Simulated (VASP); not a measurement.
Set up this calculation in VASP 6.6.1, as the native input.

```
Task                   : Born charges and dielectric tensor
Functional             : LDA
Potentials or basis    : VASP PAW LDA potentials, release 64 (Cd, S)
Cutoff                 : 520 eV
k mesh                 : 7 × 7 × 4
Occupations            : fermi-dirac, width 0.05 eV
Spin                   : no spin polarisation
Further INCAR settings : ALGO = Normal; EDIFF = 1e-08; IBRION = 8
```

The structure of CdS (Greenockite) lies in POSCAR:

```
CdS
1.0
    4.1500000000      0.0000000000      0.0000000000
   -2.0750000000      3.5940054257      0.0000000000
    0.0000000000      0.0000000000      6.7370000000
Cd S
2 2
Direct
    0.6666666667      0.3333333333      0.5000000000
    0.3333333333      0.6666666667      0.0000000000
    0.6666666667      0.3333333333      0.8750000000
    0.3333333333      0.6666666667      0.3750000000
```

The input as run:

INCAR

```
SYSTEM = CdS
PREC = Accurate ; ENCUT = 520
EDIFF = 1E-8 ; ISMEAR = -1
SIGMA = 0.05 ; LREAL = .FALSE.
LASPH = .TRUE. ; NELM = 80
ALGO = Normal ; ISIF = 2
LWAVE = .FALSE. ; LCHARG = .FALSE.
GGA = CA ; LEPSILON = .TRUE.
IBRION = 8
```

KPOINTS

```
regular mesh
0
G
  7 7 4
  0 0 0
```

Potentials or basis: VASP PAW LDA potentials, release 64 (Cd, S).

Run with:

```console
$ cat potpaw_LDA.64/Cd/POTCAR potpaw_LDA.64/S/POTCAR > POTCAR
$ mpirun -np 1 vasp_std > vasp.out
```

Results of the run:

```json
{
 "Band gap on the k mesh": "0.94 eV, direct",
 "Electronic dielectric tensor (diagonal)": "7.45, 7.45, 7.42",
 "Born charges (mean of the diagonal)": "Cd +2.20; S -2.20 e",
 "Highest phonon frequency at Γ, LO-TO splitting left out": "293 cm⁻¹"
}
```

Wall time 20 min on 1 thread of Intel(R) Xeon(R) Platinum 8259CL CPU @ 2.50GHz (Skylake/Cascade Lake), with other jobs on the host, peak memory 0.6 GiB.
